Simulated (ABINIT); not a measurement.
# SnO2 (Cassiterite) (P4_2/mnm) in ABINIT: band structure with r2SCAN

Aim: the band structure of SnO2 (Cassiterite) with r2SCAN.

Program: ABINIT 10.8.3 (patched build). These are calculated values, not measurements. Logs are shortened: lines on timing, memory, paths and dates and some standing lists are left out, and cuts for length are marked. The log counts tension as positive stress, the text compression.

## (1) Starting point

It takes space group P4_2/mnm (No. 136, tetragonal). The conventional cell has a = 4.738 Å, b = 4.738 Å, c = 3.187 Å, α = 90.00°, β = 90.00°, γ = 90.00°. Sn (site symmetry mmm) is surrounded by 6 O at 2.05 to 2.06 Å. O (site symmetry m2m) is surrounded by 3 Sn at 2.05 to 2.06 Å.

## (2) Band structure, r2SCAN

run.abi

```
# Datasets: ground state, then fixed potential
ndtset 2

# Pseudopotentials
pp_dirpath "./"
pseudos "Sn.GGA_PBE-JTH.xml, O.GGA_PBE-JTH.xml"

# Structure
acell 4.738 4.738 3.1865 Angstrom
rprim
     1.0000000000     0.0000000000     0.0000000000
     0.0000000000     1.0000000000     0.0000000000
     0.0000000000     0.0000000000     1.0000000000
ntypat 2
znucl 50 8
natom 6
typat 1 1 2 2 2 2
xcart
     2.3690000000     2.3690000000     1.5932500000
     0.0000000000     0.0000000000     0.0000000000
     3.8240398000     0.9139602000     1.5932500000
     3.2829602000     3.2829602000     0.0000000000
     0.9139602000     3.8240398000     1.5932500000
     1.4550398000     1.4550398000     0.0000000000 Angstrom

# Plane-wave basis
ecut 761.918815 eV
pawecutdg 50.0

# Exchange and correlation
ixc -497498
usekden 1
pawxcdev 0

# Bands and occupations
occopt 3
tsmear 0.05 eV

# SCF cycle
nstep 100

# Output
iomode 3
prtwf 0
prteig 0
prtebands 0
enunit 1
prtden1 1
prtkden1 1
prtvha1 1
prtvclmb1 1
prtpot1 1

# Dataset 1
kptopt1 1
ngkpt1 5 5 7
nshiftk1 1
shiftk1 0.0 0.0 0.0
nband1 32
tolvrs1 1.0e-7

# Dataset 2: bands along G-X-M-G-Z-R-A-Z
iscf2 -2
getden2 1
getkden2 1
nband2 38
nbdbuf2 4
tolwfr2 1.0e-11
kptopt2 -7
ndivsm2 5
prteig2 1
kptbounds2
     0.0000000000     0.0000000000     0.0000000000
     0.0000000000     0.5000000000     0.0000000000
     0.5000000000     0.5000000000     0.0000000000
     0.0000000000     0.0000000000     0.0000000000
     0.0000000000     0.0000000000     0.5000000000
     0.0000000000     0.5000000000     0.5000000000
     0.5000000000     0.5000000000     0.5000000000
     0.0000000000     0.0000000000     0.5000000000
```

Potentials or basis: JTH PAW PBE v2.0.

Started as:

```console
abinit run.abi > log 2>&1
```

run.abo:

```text
.Version 10.8.3 of ABINIT
 DATASET    1 : space group P4_2/m n m (#136); Bravais tP (primitive tetrag.)
================================================================================
 Values of the parameters that define the memory need for DATASET  1.
     intxc =       0    ionmov =       0      iscf =      17    lmnmax =      18
     lnmax =       6     mgfft =      45  mpssoang =       3    mqgrid =    3001
     natom =       6  nloc_mem =       2    nspden =       1   nspinor =       1
    nsppol =       1      nsym =      16    n1xccc =       1    ntypat =       2
    occopt =       3   xclevel =       2
       mpw =        3434          nfft =       60750          nkpt =          24
 PAW method is used; the additional fine FFT grid is defined by:
   mgfftf=        60    nfftf =    144000
================================================================================
================================================================================

 DATASET    2 : space group P4_2/m n m (#136); Bravais tP (primitive tetrag.)
================================================================================
 Values of the parameters that define the memory need for DATASET  2.
     intxc =       0    ionmov =       0      iscf =      -2    lmnmax =      18
     lnmax =       6     mgfft =      45  mpssoang =       3    mqgrid =    3001
     natom =       6  nloc_mem =       2    nspden =       1   nspinor =       1
    nsppol =       1      nsym =      16    n1xccc =       1    ntypat =       2
    occopt =       3   xclevel =       2
       mpw =        3440          nfft =       60750          nkpt =          42
 PAW method is used; the additional fine FFT grid is defined by:
   mgfftf=        60    nfftf =    144000
================================================================================
================================================================================

--------------------------------------------------------------------------------
------------- Echo of variables that govern the present computation ------------
--------------------------------------------------------------------------------
 -outvars: echo values of preprocessed input variables --------
            acell      8.9535223846E+00  8.9535223846E+00  6.0216123002E+00 Bohr
              amu      1.18710000E+02  1.59994000E+01
             ecut      2.80000000E+01 Hartree
           enunit           1
           getden1          0
           getden2          1
          getkden1          0
          getkden2          1
             iscf1         17
             iscf2         -2
              ixc     -497498
           jdtset        1    2
           kptopt1          1
           kptopt2         -7
         kptrlatt        5    0    0      0    5    0      0    0    7
          kptrlen1     4.21512861E+01
          kptrlen2     3.00000000E+01
            natom           6
            nband1         32
            nband2         38
           nbdbuf1          0
           nbdbuf2          4
           ndtset           2
           ndivsm1          0
           ndivsm2          5
            ngfft          45      45      30
          ngfftdg          60      60      40
             nkpt1         24
             nkpt2         42
            nstep         100
             nsym          16
           ntypat           2
           occopt           3
        pawecutdg      5.00000000E+01 Hartree
         pawxcdev           0
        prtebands           0
           prteig1          0
           prteig2          1
          prtkden           1
           prtpot1          1
           prtpot2          0
         prtvclmb1          1
         prtvclmb2          0
           prtvha1          1
           prtvha2          0
            prtwf           0
           shiftk1     0.00000000E+00  0.00000000E+00  0.00000000E+00
           shiftk2     5.00000000E-01  5.00000000E-01  5.00000000E-01
[... 846 lines left out ...]
  1.2777E-01  1.2777E-01  4.3416E-01  4.3416E-01  5.6635E-01  5.6635E-01
  6.0396E-01  6.0396E-01  6.1489E-01  6.1489E-01  6.7549E-01  6.7549E-01
  7.2472E-01  7.2472E-01

Result for kinetic energy density :

--------------------------------------------------------------------------------
 Total kinetic energy density [Ha/Bohr^3]
)     Maximum=    2.7274E+00  at reduced coord.    0.2000    0.8000    0.5000
)     Minimum=    2.8825E-03  at reduced coord.    0.5000    0.0000    0.2500
   Integrated=    5.4534E+01
--------------------------------------------------------------------------------

--- !ResultsGS
iteration_state: {dtset: 2, }
comment   : Summary of ground state results
lattice_vectors:
- [  8.9535224,   0.0000000,   0.0000000, ]
- [  0.0000000,   8.9535224,   0.0000000, ]
- [  0.0000000,   0.0000000,   6.0216123, ]
lattice_lengths: [   8.95352,    8.95352,    6.02161, ]
lattice_angles: [ 90.000,  90.000,  90.000, ] # degrees, (23, 13, 12)
lattice_volume:   4.8272594E+02
convergence: {deltae:  0.000E+00, res2:  0.000E+00, residm:  9.988E-12, diffor:  0.000E+00, }
etotal    :  -1.63780882E+02
entropy   :   0.00000000E+00
fermie    :   2.10711344E-01
cartesian_stress_tensor: null
pressure_GPa: null
xred      :
- [  5.0000E-01,   5.0000E-01,   5.0000E-01, Sn]
- [  0.0000E+00,   0.0000E+00,   0.0000E+00, Sn]
- [  8.0710E-01,   1.9290E-01,   5.0000E-01,  O]
- [  6.9290E-01,   6.9290E-01,   0.0000E+00,  O]
- [  1.9290E-01,   8.0710E-01,   5.0000E-01,  O]
- [  3.0710E-01,   3.0710E-01,   0.0000E+00,  O]
cartesian_forces: null
force_length_stats: {min: null, max: null, mean: null, }
...

 Integrated electronic density in atomic spheres:
 ------------------------------------------------
 Atom  Sphere_radius  Integrated_density
    1        2.51086         12.14401385
    2        2.51086         12.14401385
    3        1.41465          4.61897465
    4        1.41465          4.61897465
    5        1.41465          4.61897465
    6        1.41465          4.61897465

================================================================================

 ----iterations are completed or convergence reached----

 Mean square residual over all n,k,spin=   51.014E-13; max=  99.875E-13
 reduced coordinates (array xred) for    6 atoms
       0.500000000000      0.500000000000      0.500000000000
       0.000000000000      0.000000000000      0.000000000000
       0.807100000000      0.192900000000      0.500000000000
       0.692900000000      0.692900000000      0.000000000000
       0.192900000000      0.807100000000      0.500000000000
       0.307100000000      0.307100000000      0.000000000000

 cartesian coordinates (angstrom) at end:
    1      2.36900000000000     2.36900000000000     1.59325000000000
    2      0.00000000000000     0.00000000000000     0.00000000000000
    3      3.82403980000000     0.91396020000000     1.59325000000000
    4      3.28296020000000     3.28296020000000     0.00000000000000
    5      0.91396020000000     3.82403980000000     1.59325000000000
    6      1.45503980000000     1.45503980000000     0.00000000000000
 length scales=  8.953522384551  8.953522384551  6.021612300205 bohr
              =  4.738000000000  4.738000000000  3.186500000000 angstroms
 Eigenvalues (   eV  ) for nkpt=  42  k points:
 kpt#   1, nband= 38, wtk=  1.00000, kpt=  0.0000  0.0000  0.0000 (reduced coord)
 -16.97493  -16.08767  -15.72751  -15.71055  -15.71055  -15.65247  -15.58623  -15.49694
 -15.45013  -15.45013  -14.95379  -13.30946  -13.30946  -11.24301   -3.26617    0.71426
   0.71426    0.79644    1.61006    2.73799    2.91245    3.59985    3.59985    3.97605
   3.97605    4.75022    6.70860   11.67020   11.89223   11.89223   15.98997   16.40457
  17.95779   17.95779   18.26137   18.41473   21.38783   22.41098
 kpt#   2, nband= 38, wtk=  1.00000, kpt=  0.0000  0.1000  0.0000 (reduced coord)
 -16.95776  -16.10267  -15.72835  -15.70975  -15.70971  -15.67688  -15.58377  -15.49874
 -15.45101  -15.45096  -14.92892  -13.36944  -13.23432  -11.27263   -3.20268    0.53132
   0.76415    0.83569    1.67350    2.67403    2.98694    3.60232    3.60857    3.77128
   3.98339    4.69944    6.96864   11.56742   11.92886   12.00426   16.11198   16.50460
  17.85188   17.94137   18.24616   18.41764   21.21082   22.46838
 kpt#   3, nband= 38, wtk=  1.00000, kpt=  0.0000  0.2000  0.0000 (reduced coord)
 -16.90664  -16.16004  -15.73098  -15.72364  -15.70783  -15.70766  -15.57666  -15.50420
 -15.45346  -15.45332  -14.85193  -13.53458  -13.02981  -11.36764   -3.01135    0.07547
   0.90901    0.95089    1.85683    2.49877    3.12151    3.31248    3.60877    3.62579
   4.00386    4.55872    7.58798   11.35508   12.04794   12.21206   16.40238   16.79583
[... 221 lines left out ...]
   3.44737    3.55216   11.64173   12.04923   14.18613   15.64799   16.28905   16.57518
  16.65798   17.62455   18.51559   18.53106   18.83907   19.33529
 kpt#  41, nband= 38, wtk=  1.00000, kpt=  0.0714  0.0714  0.5000 (reduced coord)
 -16.74854  -16.69540  -16.12535  -16.03501  -15.56396  -15.56316  -15.52060  -15.51931
 -15.46656  -15.46441  -13.38968  -13.29323  -11.58875  -11.52618   -2.42189   -2.28749
   0.43922    0.47285    0.56333    1.18963    2.22614    2.67510    3.10909    3.11621
   3.46556    3.49614   11.77312   11.88743   14.95954   15.47404   16.47366   16.49096
  16.61754   17.08403   18.41033   18.41281   19.36304   19.60980
 kpt#  42, nband= 38, wtk=  1.00000, kpt=  0.0000  0.0000  0.5000 (reduced coord)
 -16.69451  -16.69451  -16.12423  -16.12423  -15.56169  -15.56169  -15.52086  -15.52086
 -15.46725  -15.46725  -13.30144  -13.30144  -11.58504  -11.58504   -2.37308   -2.37308
   0.52430    0.52430    1.05392    1.05392    2.22666    2.22666    3.06784    3.06784
   3.47671    3.47671   11.81405   11.81405   15.41126   15.41126   16.43472   16.43472
  16.73194   16.73194   18.38107   18.38107   19.72054   19.72056

== END DATASET(S) ==============================================================
================================================================================

 -outvars: echo values of variables after computation  --------
            acell      8.9535223846E+00  8.9535223846E+00  6.0216123002E+00 Bohr
           etotal1    -1.6378088220E+02
            fcart1    -0.0000000000E+00 -0.0000000000E+00 -0.0000000000E+00
                      -0.0000000000E+00 -0.0000000000E+00 -0.0000000000E+00
                      -3.2323985919E-03  3.2323985919E-03 -5.0305893588E-29
                       3.2323985919E-03  3.2323985919E-03  3.3537262392E-29
                       3.2323985919E-03 -3.2323985919E-03  5.0305893588E-29
                      -3.2323985919E-03 -3.2323985919E-03 -3.3537262392E-29
           strten1    -5.8081321600E-05 -5.8081321600E-05 -9.7315788999E-05
                       0.0000000000E+00  0.0000000000E+00  0.0000000000E+00
           xangst      2.3690000000E+00  2.3690000000E+00  1.5932500000E+00
                       0.0000000000E+00  0.0000000000E+00  0.0000000000E+00
                       3.8240398000E+00  9.1396020000E-01  1.5932500000E+00
                       3.2829602000E+00  3.2829602000E+00  0.0000000000E+00
                       9.1396020000E-01  3.8240398000E+00  1.5932500000E+00
                       1.4550398000E+00  1.4550398000E+00  0.0000000000E+00
             xred      5.0000000000E-01  5.0000000000E-01  5.0000000000E-01
                       0.0000000000E+00  0.0000000000E+00  0.0000000000E+00
                       8.0710000000E-01  1.9290000000E-01  5.0000000000E-01
                       6.9290000000E-01  6.9290000000E-01  0.0000000000E+00
                       1.9290000000E-01  8.0710000000E-01  5.0000000000E-01
                       3.0710000000E-01  3.0710000000E-01  0.0000000000E+00
 Calculation completed.
```

Run time: 16 min. Hardware: 1 thread of AMD EPYC 7R43 (Zen 3), shared host; peak memory 0.25 GiB.

Results:

```
Free energy             : -4456.7048 eV
Pressure                : 2.1 GPa
Largest force           : 0.235 eV/Å
Band gap on the k mesh  : 1.96 eV, direct
Band gap along the path : 1.96 eV, direct
```

Forces on the atoms (eV/Å):
```
Sn   0.000  0.000  0.000
Sn   0.000  0.000  0.000
O   -0.166  0.166  0.000
O    0.166  0.166  0.000
O    0.166 -0.166  0.000
O   -0.166 -0.166  0.000
```

Stress tensor (GPa, compression positive):
```
1.71 0.00 0.00
0.00 1.71 0.00
0.00 0.00 2.86
```

Levels at the corners of the path, in eV from the valence-band top:
| point | band 23 | band 24 | band 25 | band 26 | band 27 | band 28 | band 29 | band 30 |
| --- | --- | --- | --- | --- | --- | --- | --- | --- |
| Γ | -1.15 | -0.77 | -0.77 | 0.00 | 1.96 | 6.92 | 7.14 | 7.14 |
| X | -1.11 | -1.11 | -0.62 | -0.62 | 5.15 | 5.15 | 7.87 | 7.87 |
| M | -1.23 | -1.23 | -0.92 | -0.92 | 5.58 | 5.58 | 8.31 | 8.31 |
| Γ | -1.15 | -0.77 | -0.77 | 0.00 | 1.96 | 6.92 | 7.14 | 7.14 |
| Z | -1.68 | -1.68 | -1.27 | -1.27 | 7.06 | 7.06 | 10.66 | 10.66 |
| R | -1.12 | -1.12 | -0.62 | -0.62 | 7.34 | 7.34 | 8.97 | 8.97 |
| A | -0.97 | -0.97 | -0.86 | -0.86 | 5.73 | 5.73 | 9.69 | 9.69 |
| Z | -1.68 | -1.68 | -1.27 | -1.27 | 7.06 | 7.06 | 10.66 | 10.66 |

Caveat: totals of a meta-GGA on PAW files have another zero than those of a GGA; the PAW data sets were made with another functional, which shifts forces and pressure a little; spin-orbit coupling is left out, which moves the levels of the heavy elements; the atomic spheres overlap. r2SCAN opens gaps a little over a GGA but as a rule still falls short of measured ones.
